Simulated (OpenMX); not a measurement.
## Ni in OpenMX: the effect of starting spin order

The system is Ni.

```
Ni
1.0
     0.00000    1.73757    1.73757
     1.73757    0.00000    1.73757
     1.73757    1.73757    0.00000
Ni
1
Direct
  0.00000 0.00000 0.00000
```

Alike in all runs:

- Program: OpenMX 3.8.5
- Task: single point
- Functional: PBE
- Potentials or basis: OpenMX 2013 PBE set, Ni6.0H-s3p2d2, grid cutoff 500 Ry
- k mesh: 9 × 9 × 9
- Occupations: fermi-dirac, width 0.05 eV

| starting spin order | spin | starting moments | energy over the lowest run (meV/atom) | pressure (GPa) | final net moment (μB) | final largest site moment (μB) |
| --- | --- | --- | --- | --- | --- | --- |
| fm | collinear spin, ferromagnetic start | [1.0] μB | 0.0 | 16.5 | 0.50 | 0.50 |
| ferromagnetic start, larger moments | collinear spin, ferromagnetic start | [2.5] μB | 0.0 | 16.5 | 0.50 | 0.50 |
| nm | collinear spin, zero start | [0.0] μB | ? | ? | ? | ? |

Question: What does the run with starting spin order nm give?

Answer: Energy over the lowest run 46.9 meV/atom; pressure 16.0 GPa; final net moment 0.00 μB; final largest site moment 0.00 μB.

Caveats: the basis of atomic orbitals isn't converged, which shifts pressures, moduli and gaps.
